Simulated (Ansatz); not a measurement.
# TaN (P-62m) in Ansatz: convergence with scf convergence dr2 threshold

Aim: find how far scf convergence dr2 threshold must go before the results for TaN settle, at r2SCAN+U. This setting moves, with any that are tied to it; all else stays.

Everything below comes from runs of Ansatz 0.2.0. Logs are shortened: lines on timing, memory, paths and dates and some standing lists are left out, and cuts for length are marked.

**1. The crystal as given**

It takes space group P-62m (No. 189, hexagonal). Conventional cell: a = 5.196 Å, b = 5.196 Å, c = 2.911 Å, α = 90.00°, β = 90.00°, γ = 120.00°. Ta (site symmetry -62m) is surrounded by 3 N at 2.04 Å. Around Ta (site symmetry -6) lie 6 N at 2.16 Å. N (site symmetry m2m) is surrounded by 5 Ta at 2.04 to 2.16 Å.

**2. With scf convergence dr2 threshold 0.01**

Input file input.yaml:

```yaml
crystal:
  lattice:
    - [5.196, 0.0, 0.0]
    - [-2.598, 4.4998679981, 0.0]
    - [0.0, 0.0, 2.911]
  atoms:
    - { symbol: Ta, position: [0.0, 0.0, 0.0] }
    - { symbol: Ta, position: [0.6666666667, 0.3333333333, 0.5] }
    - { symbol: Ta, position: [0.3333333333, 0.6666666667, 0.5] }
    - { symbol: "N", position: [0.0, 0.39285, 0.0] }
    - { symbol: "N", position: [0.60715, 0.60715, 0.0] }
    - { symbol: "N", position: [0.39285, 0.0, 0.0] }
hamiltonian:
  xc: r2scan
  pseudopotentials: { kind: nc, accuracy: standard }
  hubbard: { sites: [{ species: Ta, l: d, u_eff: 7.0 }] }
kpoints:
  mp_grid: { grid: [5, 5, 8] }
scf:
  occupations: { method: fermi_dirac, width: 0.05 }
  convergence: { dr2_threshold: 0.01 }
output:
  forces: true
  stress: true
  eigenvalues: true
```

Potentials or basis: PseudoDojo standard (PBE files).

Started as:

```console
ansatz run input.yaml --threads 2 --pin off --max-ram 5632MiB --backend cpu --events-out ev --progress --plain --runs-dir out
```

The log of the run:

```text
Warning: hamiltonian.xc reads the kinetic-energy density τ on the library's norm-conserving files, and those of Ta, N were made for PBE. This build holds files of Ta, N that were made for r²SCAN, which a deck under this functional can read where it names no table (hamiltonian.pseudopotentials.accuracy or source), types no xc_functional and has no exact exchange, max_exx_coeff or level of output.embedding that keeps them out. To compare such runs, type hamiltonian.pseudopotentials: {kind: paw, frozen_core: stored} on both or, where PAW refuses one, {kind: nc, accuracy: standard}
Warning: scf.convergence.dr2_threshold = 1e-2 eV is looser than this run's default, which is 1e-7 eV or tighter. The error in the forces grows as the threshold's square root, so leave the key out unless less accurate forces are enough
Warning: output.stress: scf.convergence.dr2_threshold = 1e-2 eV is looser than the 6e-10 eV advised for a printed stress (1e-10 eV for each atom of the cell: 6). What an SCF threshold leaves in a stress goes as its square root, and in the free energy as the threshold itself, and one threshold admits the most on a small cell: of the crystals measured, under no hybrid functional and no lock of the moments, on runs that ended without the residual-converged pass, on stresses that held no estimate of that error, the worst erred by over 100 MPa in a component at 1e-7 eV an atom and by under 5 at 1e-10. Set scf.convergence.dr2_threshold to 6e-10 eV or tighter. The threshold is an SCF's pass mark: one that does not reach it within its budget of iterations ends unconverged, or closes short of it on a stop that the run arms, and scf.convergence.dr2_threshold's page says what that costs each kind of run
Warning: RAYON_NUM_THREADS=2 ignored (pool sized by the plan → 2); use --threads N
Engine: ansatz 0.2.0, aarch64-unknown-linux-gnu
Pseudopotentials: kind: nc
Pseudopotential: Ta, nc, valence charge 13, recommended cutoff 789.130201 eV (normal), Ta.nc.azcp (PseudoDojo's, or run here from an input of PseudoDojo's; its table is named by hamiltonian.pseudopotentials.accuracy)
Pseudopotential: N, nc, valence charge 5, recommended cutoff 1142.878222 eV (normal), N.nc.azcp (PseudoDojo's, or run here from an input of PseudoDojo's; its table is named by hamiltonian.pseudopotentials.accuracy)
Functional definition: r2SCAN
  parameter k0 = 0.174
  parameter k1 = 0.065
  parameter a1 = 4.9479
  exchange = r2scan_x(k0 = k0, k1 = k1, a1 = a1)
  correlation = r2scan_c
Crystal: 6 atoms, lattice volume = 68.063 Å³
Basis set: ecut = 1142.878222 eV, 5963 PW (Γ), exchange–correlation on 240×240×144 points (64 copies of the dense FFT grid, shifted against one another)
Bands: 33, of which v1, the nominal top of the filled ones, is band 27 counted from 1 (26 counted from 0)
Symmetry: 12 space group operations
Space group: P-62m (ITA 189), of the structure as read, at distance tolerance 4.1e-5 Å
k-points: 25 of 200 (time reversal used)
Non-local potential: Ta, projectors of the file, l = 0: 2, l = 1: 2, l = 2: 2, l = 3: 2
Non-local potential: N, projectors of the file, l = 0: 2, l = 1: 2
Initial density: superposition of atomic densities (chi_scale 0.1, normalization cell, long waves of neutral atoms under a Hubbard term (reshape's long-wave potential 0.01 eV rms, cloud 2.41 Å wide))
Initial wavefunctions: pseudopotential atomic-orbital guess
Functional: x = r2scan, c = r2scan; τ floored in thin density (d = 2e-4 eV/Å³)
SCF iter   1: F=—  HF=-6237.428772 eV  |F-HF|=—  |Δ(HF+E_count)|=         —  Δρ=9.44e-2  dr2=6.99e0  dr2_τ=5.80e0  ethr=3.10e-3  ⟨swp⟩=7.2  Hψ=4017  notcnv=0
preconditioner: auto → Kerker (q_TF=auto, 2.625 Å⁻¹)  [metal: Δε(μ)=0.178 eV  Ē_g=11.032 eV  σ=0.050 eV  W_gap=0.49  n_scr=26 (ndim 8)  ℏωp=24.7 eV  f_vac=0.000  D(μ)=0.69/eV (n_scr^D=0)]
SCF iter   2: F=—  HF=-6236.836201 eV  |F-HF|=—  |Δ(HF+E_count)|=   5.93e-1  Δρ=4.08e-2  dr2=1.04e0  dr2_τ=7.84e-1  ethr=3.10e-3  ⟨swp⟩=3.0  Hψ=1660  notcnv=0  defer=13
preconditioner: auto → Resta (q_TF=auto, 2.625 Å⁻¹)  ε∞=6.6  [insulator: Δε(μ)=0.133 eV  Ē_g=10.454 eV  σ=0.050 eV  W_gap=0.53  n_scr=26 (ndim 8)  ℏωp=24.7 eV  f_vac=0.000  D(μ)=1.25/eV (n_scr^D=6)  ε∞_Penn≈6.6]
SCF iter   3: F=—  HF=-6237.259525 eV  |F-HF|=—  |Δ(HF+E_count)|=   4.23e-1  Δρ=1.56e-2  dr2=9.21e-2  dr2_τ=3.43e-2  ethr=1.92e-3  ⟨swp⟩=3.8  Hψ=1569  notcnv=0  defer=19
SCF iter   4: F=—  HF=-6237.369204 eV  |F-HF|=—  |Δ(HF+E_count)|=   1.10e-1  Δρ=5.58e-3  dr2=1.67e-2  dr2_τ=5.63e-3  ethr=1.71e-4  ⟨swp⟩=3.5  Hψ=1463  notcnv=0  defer=19
SCF iter   5: F=—  HF=-6237.387087 eV  |F-HF|=—  |Δ(HF+E_count)|=   1.79e-2  Δρ=1.88e-3  dr2=1.61e-3  dr2_τ=4.58e-4  ethr=3.09e-5  ⟨swp⟩=2.9  Hψ=1733  notcnv=0  defer=20
SCF iter   6: F=-6237.389128 eV  HF=-6237.389372 eV  |F-HF|=2.44e-4  |Δ(HF+E_count)|=   2.28e-3  Δρ=6.84e-4  dr2=6.45e-4  dr2_τ=1.00e-4  ethr=2.98e-6  ⟨swp⟩=11.9  Hψ=4889  notcnv=0
SCF 1 converged in 6 iterations: F = -6237.389128 eV  dr2 = 6.45e-4
SCF converged after 6 iterations
Free energy (F): -6237.389128 eV
Harris-Foulkes:  -6237.389372 eV  (|F-HF|=2.44e-4)
Internal energy: -6237.377558 eV  (E = F + TS)
E sigma→0 (E₀):  -6237.383343 eV
Entropy (-TS):   -0.011570 eV (-1.928 meV/atom)
Fermi energy:    20.032173 eV
--- Per-component energies (eV) ---
  E_band       = -273.537518
  E_kinetic    = 1987.468935
  E_local      = -2842.058594  (includes V_loc(G=0)·N_el)
  E_nonlocal   = 311.475024
  E_hartree    = 722.605411
  E_xc         = -1559.376981
  E_vxc        = -1248.338506  (∫ρ·V_xc dr)
  E_hubbard    = 23.414253  (on-site DFT+U / exact-exchange correction)
  E_vhub       = 9.281028  (the Hubbard potential's part of the band-sum identity)
  E_vtau       = 63.747249  (kinetic-family band-sum trace: ∫τ·v_τ [+ j·A + Jᵃ·Aᵃ] dr)
  E_ewald      = -4880.905606
  E_smearing   = -0.011570  (= −TS)
  E_closure    = 0.000000  (closes the sum)
  Σ components = -6237.389128   (vs F -6237.389128, Δ=0.00e0)
--- Forces (eV/Å), atoms counted from 1 ---
  atom   1  Ta     0.00000000    -0.00000000     0.00000000
  atom   2  Ta     0.00000000     0.00000000     0.00000000
  atom   3  Ta     0.00000000     0.00000000     0.00000000
  atom   4  N      0.13543154    -0.23457431     0.00000000
  atom   5  N      0.13543154     0.23457431     0.00000000
  atom   6  N     -0.27086309    -0.00000000     0.00000000
  max |Σ_I F_I| component: 6.66e-16 eV/Å
--- Stress (GPa, compression-positive) ---
        7.702018       0.000000       0.000000
        0.000000       7.702018       0.000000
        0.000000       0.000000       6.220256
  P = ⅓ Tr σ = 7.2081 GPa (72.081 kbar)
--- Band table (eV; the first three rows and the last of 25) ---
  k-point 0: bands = ["-52.4433", "-52.3952", "-51.9015", "-18.2627", "-18.2627", "-17.9367", "-17.9367", "-17.6785", "-17.5722", "-17.5722", "-17.5692", "-16.8688", "0.1503", "3.0520", "3.0520", "10.0200", "12.8625", "13.0507", "13.0507", "14.2587", "14.2587", "14.7458", "14.8268", "14.8268", "16.3040", "17.4414", "19.3341", "19.3341", "21.4223", "21.5447", "21.5447", "22.0843", "22.1341"]
  k-point 1: bands = ["-52.4368", "-52.3893", "-51.8945", "-18.2419", "-18.2419", "-17.9121", "-17.9121", "-17.8105", "-17.6858", "-17.5718", "-17.5718", "-16.9769", "0.4403", "3.0177", "3.0177", "10.5446", "12.9180", "12.9180", "13.0830", "14.0068", "14.0068", "14.2948", "14.7767", "14.7767", "16.4447", "18.2552", "18.9319", "18.9319", "21.6699", "21.9250", "21.9250", "22.2682", "22.2682"]
  k-point 2: bands = ["-52.4203", "-52.3747", "-51.8787", "-18.1933", "-18.1933", "-18.1183", "-17.9597", "-17.8502", "-17.8502", "-17.5750", "-17.5750", "-17.2296", "1.1794", "2.9140", "2.9140", "11.9000", "12.2801", "12.4981", "12.4981", "13.6111", "13.6111", "14.3085", "14.6684", "14.6684", "18.0054", "18.3622", "18.3622", "19.8334", "22.0071", "22.0071", "22.3658", "22.4359", "22.4359"]
  k-point 24: bands = ["-52.3699", "-52.3655", "-51.8489", "-18.4689", "-18.4111", "-18.1863", "-17.9984", "-17.8876", "-17.7077", "-17.5890", "-17.5739", "-17.5373", "2.3502", "2.8757", "2.9419", "11.1231", "11.7552", "12.2246", "12.5239", "12.7080", "13.3233", "13.5716", "15.4439", "15.7697", "17.2107", "18.0481", "18.4109", "21.7789", "22.4871", "22.9692", "23.0957", "23.6327", "23.7262"]
Occupation matrices written to <dir>
```

occupation_matrices:

```text
# The occupation matrices of the corrected shells as a run of Ansatz 0.0.0 ended. An entry of
# hamiltonian.hubbard.sites starts from them by `starting_ns: <path of this file>`, where that key's refused
# combinations let it.
# Free energy -6237.389128 eV.
format: ansatz-occupation-matrices/1
state: converged
[... 33 lines left out ...]
  site2_d:
    matrix:
      - [0.4841429651414434, 2.168404344971009e-19, 2.168404344971009e-19, -4.7271214720367993e-17, 2.168404344971009e-19]
      - [0.0, 0.27396752110988964, 7.589415207398531e-18, -4.336808689942018e-19, -4.336808689942018e-19]
      - [-4.336808689942018e-19, 6.938893903907228e-18, 0.2739675211098896, 0.0, 4.87890977618477e-19]
      - [-4.7704895589362195e-17, -2.168404344971009e-19, 2.168404344971009e-19, 0.37138976939780965, 4.119968255444917e-18]
      - [-2.168404344971009e-19, -4.336808689942018e-19, 3.7947076036992655e-19, 4.336808689942018e-18, 0.3713897693978097]
```

Run time: 23 s. Hardware: 2 threads of Arm Neoverse V1, shared host; peak memory 0.95 GiB.

Results:

- Free energy: -6237.3891 eV
- Pressure: 7.2 GPa
- Largest force: 0.271 eV/Å
- Band gap on the k mesh: none (metal or under the smearing width)

**3. With scf convergence dr2 threshold 0.001**

Changes to input.yaml since step 2:

```diff
@@ -20,3 +20,3 @@
   occupations: { method: fermi_dirac, width: 0.05 }
-  convergence: { dr2_threshold: 0.01 }
+  convergence: { dr2_threshold: 0.001 }
 output:
```

Potentials or basis: PseudoDojo standard (PBE files).

Started as:

```console
ansatz run input.yaml --threads 2 --pin off --max-ram 5632MiB --backend cpu --events-out ev --progress --plain --runs-dir out
```

Run time: 23 s. Hardware: 2 threads of Arm Neoverse V1, shared host; peak memory 0.96 GiB.

Results:

| Item | Value |
| --- | --- |
| Free energy | -6237.3895 eV |
| Pressure | 7.3 GPa |
| Largest force | 0.281 eV/Å |
| Band gap on the k mesh | none (metal or under the smearing width) |

**4. With scf convergence dr2 threshold 0.0001**

Changes to input.yaml since step 3:

```diff
@@ -20,3 +20,3 @@
   occupations: { method: fermi_dirac, width: 0.05 }
-  convergence: { dr2_threshold: 0.001 }
+  convergence: { dr2_threshold: 0.0001 }
 output:
```

Started as:

```console
ansatz run input.yaml --threads 2 --pin off --max-ram 5632MiB --backend cpu --events-out ev --progress --plain --runs-dir out
```

Wall time 23 s (2 threads of Arm Neoverse V1, shared host); peak memory 0.96 GiB.

Results:

| Quantity | Value |
| --- | --- |
| Free energy | -6237.3896 eV |
| Pressure | 7.3 GPa |
| Largest force | 0.284 eV/Å |
| Band gap on the k mesh | none (metal or under the smearing width) |

**5. With scf convergence dr2 threshold 1e-05**

Changes to input.yaml since step 4:

```diff
@@ -20,3 +20,3 @@
   occupations: { method: fermi_dirac, width: 0.05 }
-  convergence: { dr2_threshold: 0.0001 }
+  convergence: { dr2_threshold: 1.0e-05 }
 output:
```

Started as:

```console
ansatz run input.yaml --threads 2 --pin off --max-ram 5632MiB --backend cpu --events-out ev --progress --plain --runs-dir out
```

Run time: 23 s. Hardware: 2 threads of Arm Neoverse V1, shared host; peak memory 0.96 GiB.

What came out:

```
Free energy            : -6237.3896 eV
Pressure               : 7.3 GPa
Largest force          : 0.284 eV/Å
Band gap on the k mesh : none (metal or under the smearing width)
```

**6. With scf convergence dr2 threshold 1e-06**

Changes to input.yaml since step 5:

```diff
@@ -20,3 +20,3 @@
   occupations: { method: fermi_dirac, width: 0.05 }
-  convergence: { dr2_threshold: 1.0e-05 }
+  convergence: { dr2_threshold: 1.0e-06 }
 output:
```

Potentials or basis: PseudoDojo standard (PBE files).

Started as:

```console
ansatz run input.yaml --threads 2 --pin off --max-ram 5632MiB --backend cpu --events-out ev --progress --plain --runs-dir out
```

It took 23 s on 2 threads of Arm Neoverse V1, shared host; peak memory 0.96 GiB.

It converged, with:

```
Free energy            : -6237.3896 eV
Pressure               : 7.3 GPa
Largest force          : 0.284 eV/Å
Band gap on the k mesh : none (metal or under the smearing width)
```

**7. With scf convergence dr2 threshold 1e-07**

Changes to input.yaml since step 6:

```diff
@@ -20,3 +20,3 @@
   occupations: { method: fermi_dirac, width: 0.05 }
-  convergence: { dr2_threshold: 1.0e-06 }
+  convergence: { dr2_threshold: 1.0e-07 }
 output:
```

Started as:

```console
ansatz run input.yaml --threads 2 --pin off --max-ram 5632MiB --backend cpu --events-out ev --progress --plain --runs-dir out
```

Wall time 24 s (2 threads of Arm Neoverse V1, shared host); peak memory 0.96 GiB.

Results (log left out):

```yaml
Free_energy: -6237.3896 eV
Pressure: 7.3 GPa
Largest_force: 0.284 eV/Å
Band_gap_on_the_k_mesh: none (metal or under the smearing width)
```

**8. With scf convergence dr2 threshold 1e-09**

Changes to input.yaml since step 7:

```diff
@@ -20,3 +20,3 @@
   occupations: { method: fermi_dirac, width: 0.05 }
-  convergence: { dr2_threshold: 1.0e-07 }
+  convergence: { dr2_threshold: 1.0e-09 }
 output:
```

Started as:

```console
ansatz run input.yaml --threads 2 --pin off --max-ram 5632MiB --backend cpu --events-out ev --progress --plain --runs-dir out
```

It took 26 s on 2 threads of Arm Neoverse V1, shared host; peak memory 0.96 GiB.

It converged, with:

* Free energy: -6237.3896 eV
* Pressure: 7.3 GPa
* Largest force: 0.284 eV/Å
* Band gap on the k mesh: none (metal or under the smearing width)

**9. With scf convergence dr2 threshold 1e-11**

Changes to input.yaml since step 8:

```diff
@@ -20,3 +20,3 @@
   occupations: { method: fermi_dirac, width: 0.05 }
-  convergence: { dr2_threshold: 1.0e-09 }
+  convergence: { dr2_threshold: 1.0e-11 }
 output:
```

Potentials or basis: PseudoDojo standard (PBE files).

Started as:

```console
ansatz run input.yaml --threads 2 --pin off --max-ram 5632MiB --backend cpu --events-out ev --progress --plain --runs-dir out
```

It took 33 s on 2 threads of Arm Neoverse V1, shared host; peak memory 0.96 GiB.

It converged, with:

```
Free energy            : -6237.3896 eV
Pressure               : 7.3 GPa
Largest force          : 0.284 eV/Å
Band gap on the k mesh : none (metal or under the smearing width)
```

**10. Result**

| scf convergence dr2 threshold | energy less the tightest run, at zero smearing (meV/atom) | pressure (GPa) | largest force (eV/Å) | SCF cycles | CPU time (s) | peak memory (GiB) |
| --- | --- | --- | --- | --- | --- | --- |
| 0.01 | 0.08 | 7.21 | 0.271 | 6 | 45 | 0.95 |
| 0.001 | 0.00 | 7.27 | 0.281 | 7 | 45 | 0.96 |
| 0.0001 | 0.00 | 7.28 | 0.284 | 8 | 46 | 0.96 |
| 1e-05 | 0.00 | 7.28 | 0.284 | 8 | 45 | 0.96 |
| 1e-06 | 0.00 | 7.28 | 0.284 | 8 | 45 | 0.96 |
| 1e-07 | 0.00 | 7.28 | 0.284 | 9 | 47 | 0.96 |
| 1e-09 | 0.00 | 7.28 | 0.284 | 11 | 52 | 0.96 |
| 1e-11 | 0.00 | 7.28 | 0.284 | 13 | 65 | 0.96 |

Against the tightest run, the energy stays within 1 meV/atom from 0.01 on; the pressure stays within 0.1 GPa from 0.01 on; the largest force stays within 0.005 eV/Å from 0.001 on. The tightest run that finished is the yardstick and may itself not be fully converged.

Caveats: the meta-GGA runs on potentials made for a GGA; the potentials were made for another functional, which shifts forces and pressure; U without spin polarisation on a metal has little footing.
